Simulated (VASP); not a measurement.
Crystal: Ca.

```
Ca
1.0
     0.00000    8.38260    8.38260
     8.38260    0.00000    8.38260
     8.38260    8.38260    0.00000
Ca
27
Direct
  0.00000 0.00000 0.00000
  0.00000 0.00000 0.33333
  0.00000 0.00000 0.66667
  0.00000 0.33333 0.00000
  0.00000 0.33333 0.33333
  0.00000 0.33333 0.66667
  0.00000 0.66667 0.00000
  0.00000 0.66667 0.33333
  0.00000 0.66667 0.66667
  0.33333 0.00000 0.00000
  0.33333 0.00000 0.33333
  0.33333 0.00000 0.66667
  0.33333 0.33333 0.00000
  0.33333 0.33333 0.33333
  0.33333 0.33333 0.66667
  0.33333 0.66667 0.00000
  0.33333 0.66667 0.33333
  0.33333 0.66667 0.66667
  0.66667 0.00000 0.00000
  0.66667 0.00000 0.33333
  0.66667 0.00000 0.66667
  0.66667 0.33333 0.00000
  0.66667 0.33333 0.33333
  0.66667 0.33333 0.66667
  0.66667 0.66667 0.00000
  0.66667 0.66667 0.33333
  0.66667 0.66667 0.66667
```

| Property | Result |
| --- | --- |
| Program | VASP 6.6.1 |
| Task | phonon dispersion |
| Functional | LDA |
| Potentials or basis | VASP PAW LDA potentials, release 64 (Ca_sv) |
| Cutoff | 520 eV |
| k mesh | 3 × 3 × 3 |
| Occupations | methfessel-paxton, width 0.1 eV |
| Spin | no spin polarisation |
| Long-range dipole term | no |
| Supercell matrix | [3, 0, 0, 0, 3, 0, 0, 0, 3] |
| Further INCAR settings | LREAL = Auto; ALGO = Normal; EDIFF = 1e-07; IBRION = 6; POTIM = 0.015; NSW = 1 |

Is this structure dynamically stable at this level, and how far does the spectrum reach?

Yes, as far as this q mesh shows: no mode on the path is imaginary. The highest frequency is 149 cm⁻¹.

Phonon frequencies at the corners of the path (cm⁻¹, interpolated; i marks imaginary ones):
| point | frequencies |
| --- | --- |
| Γ | 0 0 0 |
| X | 116 116 149 |
| W | 99 130 130 |
| K | 102 118 137 |
| L | 68 68 130 |
| U | 102 118 137 |

A q mesh this small can miss soft modes between its points.
